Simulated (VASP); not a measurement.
# C (P6_3/mmc) in VASP: further runs, part 2 of 2

VASP 6.6.1. The steps go on from the part before.

## (3) Single point, PBEsol

This run uses another cell than the first one, of 7.86 Å³/atom, 0.920 times its volume.

Input file INCAR:

```
SYSTEM = C
ALGO = Normal
EDIFF = 1E-6
ENCUT = 520
GGA = PS
ISIF = 2
ISMEAR = -1
LASPH = .TRUE.
LCHARG = .FALSE.
LREAL = .FALSE.
LWAVE = .FALSE.
NBANDS = 16
NELM = 60
PREC = Accurate
SIGMA = 0.1
```

Input file KPOINTS:

```
k-points
0
G
  23 23 3
  0 0 0
```

Input file POSCAR:

```
C
1.0
    1.6622574684      0.0000000000      0.0000000000
   -0.8311287342      1.4395571953      0.0000000000
    0.0000000000      0.0000000000     13.1451674950
C
4
Direct
    0.0000000000      1.0000000000      1.0000000000
    0.0000000000      1.0000000000      0.5000000000
    0.3333333333      0.6666666667      0.2500000000
    0.6666666667      0.3333333333      0.7500000000
```

Potentials or basis: VASP PAW PBE potentials, release 64 (C).

On the command line:

```console
$ cat potpaw_PBE.64/C/POTCAR > POTCAR
$ mpirun -np 1 vasp_std > vasp.out
```

OUTCAR:

```text
SYSTEM = C
   EDIFF = 1E-6
   ENCUT = 520
   GGA = PS
   ISIF = 2
   ISMEAR = -1
   LASPH = .TRUE.
   LREAL = .FALSE.
   NELM = 60
   PREC = Accurate

 ion  position               nearest neighbor table
   1  0.000  0.000  0.000-
   2  0.000  0.000  0.500-
   3  0.333  0.667  0.250-
   4  0.667  0.333  0.750-

  LATTYP: Found a hexagonal cell.
 ALAT       =     1.6622574684
 C/A-ratio  =     7.9080213173

  Lattice vectors:

 A1 = (   1.6622574684,   0.0000000000,   0.0000000000)
 A2 = (  -0.8311287342,   1.4395571953,   0.0000000000)
 A3 = (   0.0000000000,   0.0000000000,  13.1451674950)

Analysis of symmetry for initial positions (statically):
=====================================================================
 Subroutine PRICEL returns:
 Original cell was already a primitive cell.

 Routine SETGRP: Setting up the symmetry group for a
 hexagonal supercell.

 Subroutine GETGRP returns: Found 24 space group operations
 (whereof 12 operations were pure point group operations)
 out of a pool of 24 trial point group operations.

The static configuration has the point symmetry D_3d.
 The point group associated with its full space group is D_6h.

Analysis of symmetry for dynamics (positions and initial velocities):
=====================================================================
 Subroutine PRICEL returns:
 Original cell was already a primitive cell.

 Routine SETGRP: Setting up the symmetry group for a
 hexagonal supercell.

 Subroutine GETGRP returns: Found 24 space group operations
 (whereof 12 operations were pure point group operations)
 out of a pool of 24 trial point group operations.

The dynamic configuration has the point symmetry D_3d.
 The point group associated with its full space group is D_6h.

[... 119 lines left out ...]
   IALGO  =     38    algorithm
   IMIX   =      4    mixing-type and parameters
     AMIX     =   0.40;   BMIX     =  1.00
     AMIX_MAG =   1.60;   BMIX_MAG =  1.00
  volume/ion in A,a.u.               =       7.86        53.07
  Fermi-wavevector in a.u.,A,eV,Ry     =   1.306824  2.469539 23.235873  1.707789
  Thomas-Fermi vector in A             =   2.437600
   LORBIT       =      0    0 simple, 1 ext, 2 COOP (PROOUT), +10 PAW based schemes
   GGA     = PS    functional components
   LHFCALC =     F    Hartree Fock is set to
   AEXX    =    0.0000 exact exchange contribution
   IVDW    =     0    specifies the selected vdW correction
   LEPSILON=     F    determine dielectric tensor
   LRPA    =     F    only Hartree local field effects (RPA)
 non-spin polarized calculation
  energy-cutoff  :      520.00
  volume of cell :       31.46
 maximum number of plane-waves:       876
   NGX =  7   NGY =  7   NGZ = 49

 number of electron      15.9999998 magnetization

 Free energy of the ion-electron system (eV)
  ---------------------------------------------------
  ext. energy  EPLUGINS =         0.00000000
  ---------------------------------------------------
  free energy    TOTEN  =       -23.04364487 eV

  energy without entropy =      -23.01206803  energy(sigma->0) =      -23.02785645

 E-fermi :   7.0478     XC(G=0): -11.4045

 val. band max:        7.0251937943   @ k =   0.3913   0.0435   0.3333
 cond. band min:       7.0640245857   @ k =   0.3913   0.0000   0.3333
 fundamental gap:      0.0388307915
 Fermi energy:         7.0477908052

 k-point     1 :       0.0000    0.0000    0.0000
  band No.  band energies     occupation
      1     -15.7439      2.00000
      2     -15.5991      2.00000
      3     -15.5990      2.00000
      4     -15.4450      2.00000
      5      -3.6182      2.00000
      6      -2.6675      2.00000
[... 433 lines left out ...]
      3     -14.3945      2.00000
      4     -14.2508      2.00000
      5      -2.1007      2.00000
      6      -1.1749      2.00000
[... 8 lines left out ...]
     15      21.4355      0.00000
     16      21.5833      0.00000

 [... further k-points ...]

------------------------ aborting loop because EDIFF is reached ----------------------------------------

  FORCE on cell =-STRESS in cart. coord.  units (eV):
  Direction    XX          YY          ZZ          XY          YZ          ZX
  --------------------------------------------------------------------------------------
  -------------------------------------------------------------------------------------
  Total        4.6114478      4.6114478     -0.1466521      0.0000000      0.0000000      0.0000000
  in kB      234.8845963    234.8845963     -7.4697411      0.0000000      0.0000000      0.0000000
  external PRESSURE =     154.0998172 kB  Pullay stress =       0.0000000 kB

 VOLUME and BASIS-vectors are now :
 -----------------------------------------------------------------------------
  energy-cutoff  :      520.00
  volume of cell :       31.46
      direct lattice vectors                 reciprocal lattice vectors
     1.662257468  0.000000000  0.000000000     0.601591522  0.347329027  0.000000000
    -0.831128734  1.439557195  0.000000000     0.000000000  0.694658054  0.000000000
     0.000000000  0.000000000 13.145167495     0.000000000  0.000000000  0.076073584

 POSITION                                       TOTAL-FORCE (eV/Angst)
 -----------------------------------------------------------------------------------
      0.00000      0.00000      0.00000         0.000000      0.000000     -0.000000
      0.00000      0.00000      6.57258         0.000000      0.000000     -0.000000
     -0.00000      0.95970      3.28629         0.000000     -0.000000     -0.000000
      0.83113      0.47985      9.85888        -0.000000      0.000000      0.000000
 -----------------------------------------------------------------------------------
    total drift:                                0.000000      0.000000      0.000000

  FREE ENERGIE OF THE ION-ELECTRON SYSTEM (eV)
  ---------------------------------------------------
  free  energy   TOTEN  =       -23.0436448697 eV

  energy  without entropy=      -23.0120680328  energy(sigma->0) =      -23.02785645
```

OSZICAR:

```text
N       E                     dE             d eps       ncg     rms          rms(c)
DAV:   1     0.371943857858E+02    0.37194E+02   -0.80082E+03  3600   0.946E+02
DAV:   2    -0.213058942185E+02   -0.58500E+02   -0.51571E+02  4920   0.177E+02
DAV:   3    -0.234151901825E+02   -0.21093E+01   -0.20886E+01  4480   0.304E+01
DAV:   4    -0.234323454979E+02   -0.17155E-01   -0.17138E-01  4120   0.325E+00
DAV:   5    -0.234325409444E+02   -0.19545E-03   -0.19540E-03  4352   0.309E-01    0.497E+00
DAV:   6    -0.231287966373E+02    0.30374E+00   -0.23912E-01  4288   0.266E+00    0.291E+00
DAV:   7    -0.230448500659E+02    0.83947E-01   -0.27101E-01  4336   0.292E+00    0.443E-01
DAV:   8    -0.230435612063E+02    0.12889E-02   -0.13601E-02  4208   0.693E-01    0.528E-02
DAV:   9    -0.230436203495E+02   -0.59143E-04   -0.18228E-04  4424   0.893E-02    0.360E-02
DAV:  10    -0.230436470874E+02   -0.26738E-04   -0.58318E-05  4000   0.461E-02    0.234E-02
DAV:  11    -0.230436451505E+02    0.19369E-05   -0.57558E-06  4064   0.145E-02    0.589E-03
DAV:  12    -0.230436448697E+02    0.28079E-06   -0.67024E-07  2456   0.594E-03
   1 F= -.23043645E+02 E0= -.23027856E+02  d E =-.315768E-01
```

Run time: 31 s. Hardware: 1 thread of Intel Xeon Platinum 8375C at 2.90GHz (Ice Lake), shared host; peak memory 0.15 GiB.

What came out:

* Free energy: -23.0436 eV
* Pressure: 15.4 GPa
* Band gap on the k mesh: none (metal or under the smearing width)

Levels at points of the mesh, in eV from the Fermi level:
```tsv
k point	band 4	band 5	band 6	band 7	band 8	band 9	band 10	band 11	band 12	band 13
(0.00, 0.00, 0.00)	-22.49	-10.67	-9.72	-9.72	-8.54	2.67	5.64	5.64	10.07	16.90
```

Caveat: so large a pressure means that the cell lies far from this level's equilibrium, or that cutoff or potentials fall short; the potentials were made for another functional, which shifts forces and pressure.

## (4) Single point, PBEsol

This run uses another cell than the first one, of 9.57 Å³/atom, 1.120 times its volume.

Input file INCAR:

```
SYSTEM = C
PREC = Accurate ; ENCUT = 520
EDIFF = 1E-7 ; ISMEAR = -1
SIGMA = 0.1 ; LREAL = .False.
LASPH = .True. ; NELM = 60
ALGO = Fast ; ISIF = 2
LWAVE = .False. ; LCHARG = .True.
GGA = PS ; LELF = .True.
LVHAR = .True. ; NBANDS = 16
```

Input file KPOINTS:

```
Automatic mesh
0
Gamma
  23 23 3
  0 0 0
```

Input file POSCAR:

```
C
1.0
    1.7749046396      0.0000000000      0.0000000000
   -0.8874523198      1.5371125072      0.0000000000
    0.0000000000      0.0000000000     14.0359837263
C
4
Direct
    0.0000000000      1.0000000000      1.0000000000
    0.0000000000      1.0000000000      0.5000000000
    0.3333333333      0.6666666667      0.2500000000
    0.6666666667      0.3333333333      0.7500000000
```

Potentials or basis: VASP PAW PBE potentials, release 64 (C).

On the command line:

```console
$ cat potpaw_PBE.64/C/POTCAR > POTCAR
$ mpirun -np 1 vasp_std > vasp.out
```

OUTCAR:

```text
SYSTEM = C
   PREC = Accurate
   ENCUT = 520
   EDIFF = 1E-7
   ISMEAR = -1
   LREAL = .False.
   LASPH = .True.
   NELM = 60
   ISIF = 2
   GGA = PS

 ion  position               nearest neighbor table
   1  0.000  0.000  0.000-
   2  0.000  0.000  0.500-
   3  0.333  0.667  0.250-
   4  0.667  0.333  0.750-

  LATTYP: Found a hexagonal cell.
 ALAT       =     1.7749046396
 C/A-ratio  =     7.9080213174

  Lattice vectors:

 A1 = (   1.7749046396,   0.0000000000,   0.0000000000)
 A2 = (  -0.8874523198,   1.5371125072,   0.0000000000)
 A3 = (   0.0000000000,   0.0000000000,  14.0359837263)

Analysis of symmetry for initial positions (statically):
=====================================================================
 Subroutine PRICEL returns:
 Original cell was already a primitive cell.

 Routine SETGRP: Setting up the symmetry group for a
 hexagonal supercell.

 Subroutine GETGRP returns: Found 24 space group operations
 (whereof 12 operations were pure point group operations)
 out of a pool of 24 trial point group operations.

The static configuration has the point symmetry D_3d.
 The point group associated with its full space group is D_6h.

Analysis of symmetry for dynamics (positions and initial velocities):
=====================================================================
 Subroutine PRICEL returns:
 Original cell was already a primitive cell.

 Routine SETGRP: Setting up the symmetry group for a
 hexagonal supercell.

 Subroutine GETGRP returns: Found 24 space group operations
 (whereof 12 operations were pure point group operations)
 out of a pool of 24 trial point group operations.

The dynamic configuration has the point symmetry D_3d.
 The point group associated with its full space group is D_6h.

 Subroutine INISYM returns: Found 24 space group operations
 (whereof 12 operations are pure point group operations),
[... 120 lines left out ...]
     AMIX_MAG =   1.60;   BMIX_MAG =  1.00
  volume/ion in A,a.u.               =       9.57        64.60
  Fermi-wavevector in a.u.,A,eV,Ry     =   1.223884  2.312806 20.380064  1.497892
  Thomas-Fermi vector in A             =   2.358979
   LORBIT       =      0    0 simple, 1 ext, 2 COOP (PROOUT), +10 PAW based schemes
   GGA     = PS    functional components
   LHFCALC =     F    Hartree Fock is set to
   AEXX    =    0.0000 exact exchange contribution
   IVDW    =     0    specifies the selected vdW correction
   LEPSILON=     F    determine dielectric tensor
   LRPA    =     F    only Hartree local field effects (RPA)
 non-spin polarized calculation
 RMM-DIIS sequential band-by-band and
  energy-cutoff  :      520.00
  volume of cell :       38.29
 maximum number of plane-waves:      1061
 NGX is ok and might be reduce to    14
   NGX =  7   NGY =  7   NGZ = 53

 number of electron      15.9999998 magnetization

 Free energy of the ion-electron system (eV)
  ---------------------------------------------------
  ext. energy  EPLUGINS =         0.00000000
  ---------------------------------------------------
  free energy    TOTEN  =       -22.98402929 eV

  energy without entropy =      -22.94262514  energy(sigma->0) =      -22.96332721

 E-fermi :   4.5757     XC(G=0): -10.5224

 val. band max:        4.5399546563   @ k =   0.3043   0.1304   0.0000
 cond. band min:       4.6058870118   @ k =   0.3478   0.0870   0.3333
 fundamental gap:      0.0659323556
 Fermi energy:         4.5756654430

 k-point     1 :       0.0000    0.0000    0.0000
  band No.  band energies     occupation
      1     -15.5064      2.00000
      2     -15.4046      2.00000
      3     -15.4046      2.00000
      4     -15.2978      2.00000
      5      -3.8132      2.00000
      6      -3.0599      2.00000
[... 433 lines left out ...]
      3     -14.3082      2.00000
      4     -14.2076      2.00000
      5      -2.5110      2.00000
      6      -1.7807      2.00000
[... 8 lines left out ...]
     15      16.4895      0.00000
     16      16.5384      0.00000

 [... further k-points ...]

------------------------ aborting loop because EDIFF is reached ----------------------------------------

  FORCE on cell =-STRESS in cart. coord.  units (eV):
  Direction    XX          YY          ZZ          XY          YZ          ZX
  --------------------------------------------------------------------------------------
  -------------------------------------------------------------------------------------
  Total       -3.5252547     -3.5252547     -0.3833858     -0.0000000      0.0000000      0.0000000
  in kB     -147.4950858   -147.4950859    -16.0406901     -0.0000000      0.0000000      0.0000000
  external PRESSURE =    -103.6769539 kB  Pullay stress =       0.0000000 kB

 VOLUME and BASIS-vectors are now :
 -----------------------------------------------------------------------------
  energy-cutoff  :      520.00
  volume of cell :       38.29
      direct lattice vectors                 reciprocal lattice vectors
     1.774904640  0.000000000  0.000000000     0.563410550  0.325285233  0.000000000
    -0.887452320  1.537112507  0.000000000     0.000000000  0.650570466  0.000000000
     0.000000000  0.000000000 14.035983726     0.000000000  0.000000000  0.071245452

 POSITION                                       TOTAL-FORCE (eV/Angst)
 -----------------------------------------------------------------------------------
      0.00000      0.00000      0.00000         0.000000      0.000000     -0.000000
      0.00000      0.00000      7.01799         0.000000      0.000000     -0.000000
     -0.00000      1.02474      3.50900         0.000000     -0.000000     -0.000000
      0.88745      0.51237     10.52699        -0.000000      0.000000      0.000000
 -----------------------------------------------------------------------------------
    total drift:                                0.000000     -0.000000      0.000000

  FREE ENERGIE OF THE ION-ELECTRON SYSTEM (eV)
  ---------------------------------------------------
  free  energy   TOTEN  =       -22.9840292884 eV

  energy  without entropy=      -22.9426251357  energy(sigma->0) =      -22.96332721
```

It took 47 s on 1 thread of Intel Xeon Platinum 8375C at 2.90GHz (Ice Lake), shared host; peak memory 0.17 GiB.

Results:

```
Free energy            : -22.9840 eV
Pressure               : -10.4 GPa
Band gap on the k mesh : none (metal or under the smearing width)
```

Levels at points of the mesh, in eV from the Fermi level:
```
           k point  band 5  band 6  band 7  band 8  band 9  band 10  band 11  band 12
(0.00, 0.00, 0.00)   -8.39   -7.64   -7.64   -6.72    3.62     6.10     6.10     9.77
```

Caveat: the PAW data sets were made with another functional, which shifts forces and pressure a little; this functional lacks dispersion, which binds the layers, so the pressure and a relaxed spacing across them are unreliable.

## (5) Single point, PBEsol

Input file INCAR:

```
SYSTEM = C
  ALGO = Normal
  EDIFF = 1E-6
  ENCUT = 520
  GGA = PS
  ISIF = 2
  ISMEAR = -1
  LASPH = .TRUE.
  LCHARG = .FALSE.
  LREAL = .FALSE.
  LWAVE = .FALSE.
  NBANDS = 16
  NELM = 80
  PREC = Accurate
  SIGMA = 0.1
```

Input file KPOINTS:

```
k-points
0
G
  23 23 3
  0 0 0
```

Input file POSCAR:

```
C
1.0
    1.7091060720      0.0000000000      0.0000000000
   -0.8545530360      1.4801292761      0.0000000000
    0.0000000000      0.0000000000     13.5156472506
C
4
Direct
    0.0000000000      1.0000000000      1.0000000000
    0.0000000000      1.0000000000      0.5000000000
    0.3333333333      0.6666666667      0.2500000000
    0.6666666667      0.3333333333      0.7500000000
```

On the command line:

```console
$ cat potpaw_PBE.64/C/POTCAR > POTCAR
$ mpirun -np 1 vasp_std > vasp.out
```

It took 35 s on 1 thread of Intel Xeon Platinum 8375C at 2.90GHz (Ice Lake), shared host; peak memory 0.17 GiB.

It converged, with:

| Item | Value |
| --- | --- |
| Free energy | -23.1582 eV |
| Pressure | -1.0 GPa |
| Band gap on the k mesh | none (metal or under the smearing width) |

Stress tensor (GPa, compression positive):
```
-1.01  0.00  0.00
 0.00 -1.01  0.00
 0.00  0.00 -1.12
```

Levels at points of the mesh, in eV from the Fermi level:
| k point | band 5 | band 6 | band 7 | band 8 | band 9 | band 10 | band 11 | band 12 |
| --- | --- | --- | --- | --- | --- | --- | --- | --- |
| (0.00, 0.00, 0.00) | -9.71 | -8.85 | -8.85 | -7.79 | 3.04 | 5.80 | 5.80 | 9.89 |

Caveat: the PAW data sets were made with another functional, which shifts forces and pressure a little; this functional lacks dispersion, which binds the layers, so the pressure and a relaxed spacing across them are unreliable.

## (6) The runs side by side

| cell | k mesh | gap on the mesh (eV) | pressure (GPa) |
| --- | --- | --- | --- |
| P6_3/mmc, 8.55 Å³/atom | 28 × 28 × 3 | none | -0.9 |
| P6_3/mmc, 7.86 Å³/atom | 23 × 23 × 3 | none | 15.4 |
| P6_3/mmc, 9.57 Å³/atom | 23 × 23 × 3 | none | -10.4 |
| P6_3/mmc, 8.55 Å³/atom | 23 × 23 × 3 | none | -1.0 |

Alike in all rows: task single point; level PBEsol; potentials or basis VASP PAW PBE potentials, release 64 (C); no spin polarisation; cutoff (eV) 520; smearing fermi-dirac 0.1 eV.

Every run on the cell as given and a fine mesh finds a metal.

Caveats: the PAW data sets were made with another functional, which shifts forces and pressure a little (some runs); this functional lacks dispersion, which binds the layers, so the pressure and a relaxed spacing across them are unreliable (some runs); so large a pressure means that the cell lies far from this level's equilibrium, or that cutoff or potentials fall short (some runs); the potentials were made for another functional, which shifts forces and pressure (some runs).

Total energies depend on the potentials used, so only differences within one code and one set of settings carry meaning.
